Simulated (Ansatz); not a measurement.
The system is MnSb.

```
CELL_PARAMETERS angstrom
4.15000 0.00000 0.00000
-2.07500 3.59401 0.00000
0.00000 0.00000 5.78000
ATOMIC_POSITIONS crystal
Sb 0.66667 0.33333 0.75000
Sb 0.33333 0.66667 0.25000
Mn 0.00000 0.00000 0.50000
Mn 0.00000 0.00000 0.00000
```

Base run:

- Program: Ansatz 0.2.0
- Functional: PBEsol
- Potentials or basis: Ansatz PAW
- Cutoff: 420 eV (not typed: the program's choice for these potentials)
- k mesh: 6 × 6 × 4
- Occupations: fermi-dirac, width 0.05 eV
- Spin: collinear spin, ferromagnetic start
- Starting moments: [0.0, 0.0, 3.0, 3.0] μB
- Fixed moment: 6 μB

Its results: pressure -9.7 GPa; site moments Sb -0.15; Mn +3.16 μB.

**Question.** After a change of settings the same cell gave: pressure 6.8 GPa; site moments Sb +0.23; Mn +4.22 μB. Which change was it?
A. fixed moment from 6 μB to 4 μB; moments at the start from [0.0, 0.0, 3.0, 3.0] to [0.0, 0.0, 2.0, 2.0]
B. fixed moment from 6 μB to 16 μB; moments at the start from [0.0, 0.0, 3.0, 3.0] to [0.0, 0.0, 8.0, 8.0]
C. fixed moment from 6 μB to 10 μB; moments at the start from [0.0, 0.0, 3.0, 3.0] to [0.0, 0.0, 5.0, 5.0]
D. fixed moment from 6 μB to 2 μB; moments at the start from [0.0, 0.0, 3.0, 3.0] to [0.0, 0.0, 1.0, 1.0]

**Answer.** C.

Caveats: the total moment is fixed, so each spin has its own Fermi level; only a ferromagnetic start was run, and an antiferromagnetic order may lie lower in energy; the PAW data sets come from PBE, with cores solved anew for the run's functional, which leaves a small shift of forces and pressure; the thresholds are loose for stress.
